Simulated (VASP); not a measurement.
## BaF2 (Frankdicksonite): relaxation of cell and atoms with PBE

Crystal: BaF2 (Frankdicksonite).

```xyz
3
Lattice="0.0000 3.1406 3.1406 3.1406 0.0000 3.1406 3.1406 3.1406 0.0000" Properties=species:S:1:pos:R:3 pbc="T T T"
Ba    0.0000    0.0000    0.0000
F     1.5703    1.5703    1.5703
F     4.7109    4.7109    4.7109
```

| Quantity | Value |
| --- | --- |
| Program | VASP 6.6.1 |
| Task | relaxation of cell and atoms |
| Functional | PBE |
| Potentials or basis | VASP PAW PBE potentials, release 64 (Ba_sv, F) |
| Cutoff | 600 eV |
| k mesh | 8 × 8 × 8 |
| Occupations | gaussian, width 0.03 eV |
| Spin | no spin polarisation |
| Further INCAR settings | ALGO = Normal; EDIFF = 1e-07; IBRION = 2; EDIFFG = -0.005; NSW = 90; ISIF = 3 |

- Pressure after relaxing: 0.0 GPa
- Band gap on the k mesh: 6.60 eV, indirect (least direct gap 6.65 eV)

Final structure:
```xyz
3
Lattice="0.0000 3.1406 3.1406 3.1406 0.0000 3.1406 3.1406 3.1406 0.0000" Properties=species:S:1:pos:R:3 pbc="T T T"
Ba    0.0000    0.0000    0.0000
F     1.5703    1.5703    1.5703
F     4.7109    4.7109    4.7109
```

Levels at points of the mesh, in eV from the valence-band top:
| k point | band 9 | band 10 | band 11 | band 12 | band 13 | band 14 | band 15 | band 16 |
| --- | --- | --- | --- | --- | --- | --- | --- | --- |
| (0.00, 0.00, 0.00) | -1.38 | -0.06 | -0.06 | -0.06 | 6.60 | 9.04 | 9.04 | 11.08 |
| (0.50, 0.00, 0.00) | -0.62 | -0.34 | -0.17 | -0.17 | 8.87 | 9.02 | 9.02 | 9.63 |
| (0.50, 0.50, 0.00) | -0.35 | -0.31 | -0.31 | -0.09 | 7.17 | 8.80 | 10.43 | 11.63 |

It took 12 s on 2 MPI ranks on Intel(R) Xeon(R) Platinum 8488C (Sapphire Rapids) (shared host), peak memory 0.21 GiB a rank.

Caveat: the relaxation stopped at its first step, so nothing moved; spin-orbit coupling is left out, which moves the levels of the heavy elements. A k mesh can miss the band edges.
